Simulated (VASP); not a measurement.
Write the native input for VASP 6.6.1 that does the following.

```
Task                               : single point
Functional                         : HSE(alpha, omega)
Potentials or basis                : VASP PAW PBE potentials, release 64 (As)
Cutoff                             : 520 eV
k mesh                             : 5 × 5 × 5
Occupations                        : fermi-dirac, width 0.05 eV
Spin                               : no spin polarisation
Screening parameter                : 0.1
Grid for exact exchange (PRECFOCK) : Fast
Further INCAR settings             : ALGO = Normal; EDIFF = 1e-06; NBANDS = 12
```

As:

```
CELL_PARAMETERS angstrom
-2.70368 0.00000 -2.70368
0.00000 -2.70368 -2.70368
-2.70368 -2.70368 0.00000
ATOMIC_POSITIONS crystal
As 0.27635 0.22714 0.25690
As 0.72365 0.77286 0.74310
```

This isn't the form of As at room conditions, which is rhombohedral.

The cell isn't the ideal one: all atoms moved at random.

One way to write it, as run:

POSCAR

```
As
1.0
   -2.7036817400      0.0000000000     -2.7036817400
    0.0000000000     -2.7036817400     -2.7036817400
   -2.7036817400     -2.7036817400      0.0000000000
As
2
Direct
    0.2763515400      0.2271399200      0.2568997100
    0.7236484600      0.7728600800      0.7431002900
```

INCAR.step1

```
SYSTEM = As
PREC     = Accurate       ! precision mode
ENCUT    = 520            ! plane-wave cutoff, eV
EDIFF    = 1E-5           ! SCF threshold, eV
ISMEAR   = -1             ! smearing method
SIGMA    = 0.05           ! smearing width, eV
LREAL    = .False.        ! projectors in reciprocal space
LASPH    = .True.         ! aspherical terms in the spheres
NELM     = 60             ! most SCF steps
ALGO     = Normal         ! electronic algorithm
ISIF     = 2              ! what is computed and relaxed
LWAVE    = .True.         ! write WAVECAR
LCHARG   = .False.        ! write CHGCAR
NBANDS   = 12             ! bands
GGA      = PE             ! functional
```

INCAR.step2

```
SYSTEM = As
PREC     = Accurate       ! precision mode
ENCUT    = 520            ! plane-wave cutoff, eV
EDIFF    = 1E-6           ! SCF threshold, eV
ISMEAR   = -1             ! smearing method
SIGMA    = 0.05           ! smearing width, eV
LREAL    = .False.        ! projectors in reciprocal space
LASPH    = .True.         ! aspherical terms in the spheres
NELM     = 60             ! most SCF steps
ALGO     = Normal         ! electronic algorithm
ISIF     = 2              ! what is computed and relaxed
LWAVE    = .False.        ! write WAVECAR
LCHARG   = .False.        ! write CHGCAR
GGA      = PE             ! functional
LHFCALC  = .True.         ! exact exchange
HFSCREEN = 0.1            ! screening, 1/A
AEXX     = 0.25           ! exact-exchange fraction
PRECFOCK = Fast         
NBANDS   = 12             ! bands
ISTART   = 1
```

KPOINTS

```
regular mesh
0
Gamma
  5 5 5
  0 0 0
```

Potentials or basis: VASP PAW PBE potentials, release 64 (As).

Launch:

```bash
$ cat potpaw_PBE.64/As/POTCAR > POTCAR
$ cp INCAR.step1 INCAR
$ mpirun -np 1 vasp_std > vasp.out
$ cp INCAR.step2 INCAR
$ mpirun -np 1 vasp_std > vasp.out
```

Results of the run:

The pressure is 0.2 GPa and the largest force is 1.051 eV/Å. The band gap on the k mesh is 0.35 eV, indirect (least direct gap 0.59 eV).

Caveat: the PAW data sets were made with another functional, which shifts forces and pressure a little; an odd mesh through Γ misses points on the zone boundary, where band edges often lie.

It took 5.9 min on 1 thread of Intel(R) Xeon(R) 6975P-C (Granite Rapids) (shared host), peak memory 0.28 GiB.
